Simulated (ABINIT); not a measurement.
**BeTe (F-43m): G0W0 in ABINIT against the k mesh**

Wanted: the cheapest k mesh that holds the gap of BeTe (F-43m).

Method: LDA and many-body steps on it, plane waves, in ABINIT 10.8.3.

This is a report of a sequence of runs, with most program output left out.

The database entry behind the starting cell differs from later determinations by our own check (an axis about 1.5 % short against later determinations), so it need not match the best structure at ambient conditions.

## 1. Starting point

It takes space group F-43m (No. 216, cubic). Conventional cell: a = 5.540 Å, b = 5.540 Å, c = 5.540 Å, α = 90.00°, β = 90.00°, γ = 90.00°. Nearest to Be lie 4 Te at 2.40 Å. Nearest to Te lie 4 Be at 2.40 Å. Farther neighbours and most contacts between anions are not listed.

The cell and positions come from the Crystallography Open Database and are kept as given unless a step says otherwise. Spin-orbit coupling is left out unless a step names it.

## 2. Empty states on the mesh, 4×4×4 mesh, 85 bands

This step: ABINIT 10.8.3; DFT, LDA, plane waves, norm-conserving pseudopotentials.

The sums over transitions need many empty states on a uniform mesh; this step solves for them.

run.abi reads:

```
acell 3*1.0 Angstrom
rprim 
  0.000000000000 2.770000000000 2.770000000000
  2.770000000000 0.000000000000 2.770000000000
  2.770000000000 2.770000000000 -0.000000000000
ntypat 2
znucl 4 52
natom 2
typat 1 2
xred 
  0.000000000000 0.000000000000 0.000000000000
  0.250000000000 0.250000000000 0.250000000000
pp_dirpath "pseudos"
pseudos "Be.upf, Te.upf"
ecut 38
ngkpt 4 4 4
nshiftk 1
shiftk 0 0 0
kptopt 1
chksymbreak 0
iscf -2
irdden 1
istwfk *1
nband 85
nbdbuf 6
tolwfr 1e-09
nstep 60
prtvol 0
indata_prefix "in"
outdata_prefix "out"
tmpdata_prefix "tmp"
```

On the command line:

```console
$ OMP_NUM_THREADS=1 mpirun -n 4 abinit run.abi > log
```

The job ended after 14 s (4 MPI ranks of Arm Neoverse V2, shared host; peak memory 0.3 GiB; 57 s of CPU time).

Numbers from this step:

```
gap                                                           : 1.775 eV
k of the valence top                                          : 0, 0, 0
k of the conduction bottom                                    : 0.5, 0.5, 0
least direct gap                                              : 3.600 eV
k points computed                                             : 8
lowest point of the top converged band, above the valence top : 70.0731 eV
```

On this mesh the gap is 1.775 eV.

The density comes from a self-consistent run that is not shown.

## 3. Empty states on the mesh, 2×2×2 mesh, 31 bands

run.abi, as its differences from that of step 2:

```diff
@@ -15,3 +15,3 @@
 ecut 38
-ngkpt 4 4 4
+ngkpt 2 2 2
 nshiftk 1
@@ -23,4 +23,4 @@
 istwfk *1
-nband 85
-nbdbuf 6
+nband 31
+nbdbuf 4
 tolwfr 1e-09
```

Run time: 3.1 s. Hardware: 4 MPI ranks; peak memory 0.26 GiB.

This step gave:

| Quantity | Value |
| --- | --- |
| gap | 1.775 eV |
| k of the valence top | 0, 0, 0 |
| k of the conduction bottom | 0.5, 0.5, 0 |
| least direct gap | 3.600 eV |
| k points computed | 3 |
| lowest point of the top converged band, above the valence top | 21.82 eV |

On this mesh the gap is 1.775 eV.

## 4. Empty states on the mesh, 6×6×6 mesh, 31 bands

run.abi, as its differences from that of step 3:

```diff
@@ -15,3 +15,3 @@
 ecut 38
-ngkpt 2 2 2
+ngkpt 6 6 6
 nshiftk 1
```

It took 7.6 s on 4 MPI ranks; peak memory 0.28 GiB; 30 s of CPU time.

Numbers from this step:

* gap: 1.775 eV
* k of the valence top: 0, 0, 0
* k of the conduction bottom: 0.5, 0.5, 0
* least direct gap: 3.600 eV
* k points computed: 16
* lowest point of the top converged band, above the valence top: 21.82 eV

On this mesh the gap is 1.775 eV.

## 5. Screening, 2×2×2 mesh, 27 bands, screening to 106.1 eV

The RPA dielectric matrix is built and inverted for each q.

This step: RPA screening on LDA, plane waves, norm-conserving pseudopotentials.

run.abi, as its differences from that of step 4:

```diff
@@ -15,3 +15,3 @@
 ecut 38
-ngkpt 6 6 6
+ngkpt 2 2 2
 nshiftk 1
@@ -20,10 +20,11 @@
 chksymbreak 0
-iscf -2
-irdden 1
 istwfk *1
-nband 31
-nbdbuf 4
-tolwfr 1e-09
-nstep 60
-prtvol 0
+occopt 1
+irdwfk 1
+optdriver 3
+nband 27
+ecuteps 3.9
+inclvkb 2
+awtr 1
+symchi 1
 indata_prefix "in"
```

Wall time 1.9 s (4 MPI ranks); peak memory 0.09 GiB.

This step gave:

```
ε∞ with local fields, on this mesh, along the program's q direction : 17.92
the same without local fields                                       : 21.11
plasma frequency                                                    : 25.47 eV
plane waves in the screening matrix                                 : 113
```

Local fields lower ε∞ by 15 %. On a Γ-centred mesh this coarse the value itself is usually too large, while a short band sum pulls it down.

## 6. 2×2×2

This step: G0W0 on LDA, plane waves, norm-conserving pseudopotentials.

run.abi, as its differences from that of step 5:

```diff
@@ -23,8 +23,17 @@
 irdwfk 1
-optdriver 3
+optdriver 4
 nband 27
+gwcalctyp 0
+ecutsigx 38
+symsigma 1
+nkptgw 2
+kptgw 
+  0.0000000000 0.0000000000 0.0000000000
+  0.5000000000 0.5000000000 0.0000000000
+bdgw 
+  8 13
+  9 12
 ecuteps 3.9
-inclvkb 2
-awtr 1
-symchi 1
+irdscr 1
+ppmodel 1
 indata_prefix "in"
```

It took 2.1 s on 4 MPI ranks; peak memory 0.12 GiB.

This step gave:

```yaml
g0w0_gap_on_the_points_computed: 2.935 eV
starting_gap_on_the_mesh: 1.775 eV
k_of_the_valence_top: 0, 0, 0
k_of_the_conduction_bottom: 0.5, 0.5, 0
z_at_the_valence_top: 0.822
z_at_the_conduction_bottom: 0.833
least_direct_g0w0_gap_on_the_computed_points: 5.184 eV
```

## 7. Screening, 4×4×4 mesh, 27 bands, screening to 106.1 eV

This step: RPA screening on LDA, plane waves, norm-conserving pseudopotentials.

run.abi, as its differences from that of step 6:

```diff
@@ -15,3 +15,3 @@
 ecut 38
-ngkpt 2 2 2
+ngkpt 4 4 4
 nshiftk 1
@@ -23,17 +23,8 @@
 irdwfk 1
-optdriver 4
+optdriver 3
 nband 27
-gwcalctyp 0
-ecutsigx 38
-symsigma 1
-nkptgw 2
-kptgw 
-  0.0000000000 0.0000000000 0.0000000000
-  0.5000000000 0.5000000000 0.0000000000
-bdgw 
-  8 13
-  9 12
 ecuteps 3.9
-irdscr 1
-ppmodel 1
+inclvkb 2
+awtr 1
+symchi 1
 indata_prefix "in"
```

Wall time 4.2 s (4 MPI ranks); peak memory 0.47 GiB; 17 s of CPU time.

This step gave:

```
ε∞ with local fields, on this mesh, along the program's q direction : 9.272
the same without local fields                                       : 10.56
plasma frequency                                                    : 25.47 eV
plane waves in the screening matrix                                 : 113
```

## 8. 4×4×4

The self-energy is evaluated for the states that the input lists, and the levels follow from it, in one-shot runs by the linearised quasiparticle equation.

This step: G0W0 on LDA, plane waves, norm-conserving pseudopotentials.

run.abi, as its differences from that of step 7:

```diff
@@ -23,8 +23,17 @@
 irdwfk 1
-optdriver 3
+optdriver 4
 nband 27
+gwcalctyp 0
+ecutsigx 38
+symsigma 1
+nkptgw 2
+kptgw 
+  0.0000000000 0.0000000000 0.0000000000
+  0.5000000000 0.5000000000 0.0000000000
+bdgw 
+  8 13
+  9 12
 ecuteps 3.9
-inclvkb 2
-awtr 1
-symchi 1
+irdscr 1
+ppmodel 1
 indata_prefix "in"
```

Wall time 2.7 s (4 MPI ranks); peak memory 0.17 GiB; 10 s of CPU time.

Numbers from this step:

```
G0W0 gap on the points computed              : 3.026 eV
starting gap on the mesh                     : 1.775 eV
k of the valence top                         : 0, 0, 0
k of the conduction bottom                   : 0.5, 0.5, 0
Z at the valence top                         : 0.81
Z at the conduction bottom                   : 0.82
least direct G0W0 gap on the computed points : 5.211 eV
```

The gap on the mesh goes from 1.77 eV to 3.03 eV, a correction of +1.25 eV.

## 9. Screening, 6×6×6 mesh, 27 bands, screening to 106.1 eV

This step: RPA screening on LDA, plane waves, norm-conserving pseudopotentials.

run.abi, as its differences from that of step 8:

```diff
@@ -15,3 +15,3 @@
 ecut 38
-ngkpt 4 4 4
+ngkpt 6 6 6
 nshiftk 1
@@ -23,17 +23,8 @@
 irdwfk 1
-optdriver 4
+optdriver 3
 nband 27
-gwcalctyp 0
-ecutsigx 38
-symsigma 1
-nkptgw 2
-kptgw 
-  0.0000000000 0.0000000000 0.0000000000
-  0.5000000000 0.5000000000 0.0000000000
-bdgw 
-  8 13
-  9 12
 ecuteps 3.9
-irdscr 1
-ppmodel 1
+inclvkb 2
+awtr 1
+symchi 1
 indata_prefix "in"
```

Run time: 19 s. Hardware: 4 MPI ranks; peak memory 0.69 GiB.

This step gave:

* ε∞ with local fields, on this mesh, along the program's q direction: 7.509
* the same without local fields: 8.605
* plasma frequency: 25.47 eV
* plane waves in the screening matrix: 113

## 10. 6×6×6

This step: G0W0 on LDA, plane waves, norm-conserving pseudopotentials.

run.abi, as its differences from that of step 9:

```diff
@@ -23,8 +23,17 @@
 irdwfk 1
-optdriver 3
+optdriver 4
 nband 27
+gwcalctyp 0
+ecutsigx 38
+symsigma 1
+nkptgw 2
+kptgw 
+  0.0000000000 0.0000000000 0.0000000000
+  0.5000000000 0.5000000000 0.0000000000
+bdgw 
+  8 13
+  9 12
 ecuteps 3.9
-inclvkb 2
-awtr 1
-symchi 1
+irdscr 1
+ppmodel 1
 indata_prefix "in"
```

Wall time 3.7 s (4 MPI ranks); peak memory 0.59 GiB; 14 s of CPU time.

This step gave:

```yaml
g0w0_gap_on_the_points_computed: 3.043 eV
starting_gap_on_the_mesh: 1.775 eV
k_of_the_valence_top: 0, 0, 0
k_of_the_conduction_bottom: 0.5, 0.5, 0
least_direct_g0w0_gap_on_the_computed_points: 5.222 eV
```

Against the run before, the gap moves by +0.017 eV.

## 11. The runs together

Times are wall times on 4 MPI ranks of Arm Neoverse V2, shared host, good to a factor of about two. A run's time includes the screening step that it read.

| run | mesh | bands | screening cutoff (eV) | DFT gap (eV) | gap on the mesh (eV) | direct (eV) | ε∞ used | time |
| --- | --- | --- | --- | --- | --- | --- | --- | --- |
| 2×2×2 | 2×2×2 | 27 | 106.1 | 1.775 | 2.935 | 5.184 | 17.92 | 4 s |
| 4×4×4 | 4×4×4 | 27 | 106.1 | 1.775 | 3.026 | 5.211 | 9.27 | 6.9 s |
| 6×6×6 | 6×6×6 | 27 | 106.1 | 1.775 | 3.043 | 5.222 | 7.51 | 22 s |

## 12. Summary of results

```
2×2×2        : 2.935 eV
4×4×4        : 3.026 eV
6×6×6        : 3.043 eV
known limits : not at the basis limit; exchange with frozen shells missing; no spin-orbit coupling; coarse k mesh
```

The setting moved: k mesh. From 2×2×2 to 6×6×6 the gap moves by +0.11 eV, for 5.5 times the time. The last step still moves it by +0.017 eV. Bands and screening cutoff are coupled, so a series along one setting does not show full convergence. Bands and cutoff are finite, so the gap is not at the basis limit. The miss can reach some tenths of an eV and take either sign; the mesh is an error of its own. In the G0W0 runs levels were corrected at 2 k points alone, so a gap called «on the mesh» is the least over those, and an edge elsewhere would be missed. The 2×2×2 mesh is coarse for this cell, which bears on the long-range parts of exchange and screening. The norm-conserving file of at least one element keeps a d shell over frozen s and p shells of the same row. Exchange with those shells is missing from the self-energy, an error of 0.3 to 0.9 eV in cases checked, whose sign depends on which edge lies on those atoms. The many-body steps are scalar-relativistic: spin-orbit coupling is not in them.

[Paths, hosts, dates, memory and timing lines, banners, echoed tables and standing remarks are left out of the program output.]

[Logs are printed without paths, hosts, clocks, repeated set-up lines and the standing remarks that a program may print on its own settings, such as how far it seeks lower states.]

[Runs of the session that timed out or met a known fault of the program may be left out.]

[Hosts, paths, dates, database ids (printed as entryN), source tags and the programs' standing remarks are cut or masked in the printed files.]

[G0W0 gaps are taken among the corrected bands and points alone; a level outside them can change the order at an edge.]

[Where Ansatz stands beside ABINIT at settings called matched, ABINIT's density can come from a denser mesh and the files from another edition; pairs whose starting gaps differed by over 0.03 eV were left out, so agreement reads better than it is.]
